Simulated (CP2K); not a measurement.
The system is HfO2.

```
Hf O
1.0
     3.55802    0.00000    0.00000
     0.00000    3.55802    0.00000
     0.00000    0.00000    5.17186
Hf O
2 4
Direct
  0.00000 0.00000 0.00000
  0.50000 0.50000 0.50000
  0.00000 0.50000 0.19721
  0.50000 0.00000 0.30279
  0.50000 0.00000 0.80279
  0.00000 0.50000 0.69721
```

Measurements of this composition are mostly on another form, of space group No. 14.

Base run:

- Program: CP2K 2026.2
- Functional: PBE
- Potentials or basis: GTH_SOC_POTENTIALS Hf GTH-PBE-q12, O GTH-PBE-q6; DZVP-MOLOPT-SR-GTH basis
- Density cutoff: 8163 eV
- k mesh: 8 × 8 × 5
- Occupations: fermi-dirac, width 0.05 eV
- Spin: spin-orbit coupling, no magnetisation

Its results: pressure 2.3 GPa; largest force 0.055 eV/Å.

Q: The run is repeated on the same cell with these changes: functional from PBE to LDA. What comes out?

A: Pressure -7.8 GPa; largest force 0.019 eV/Å.

LDA binds more tightly than PBE, so the same cell stands under less pressure.

Caveats: the basis of atomic orbitals isn't converged, which shifts pressures, moduli and gaps; the potentials were made for another functional, which shifts forces and pressure (some runs).
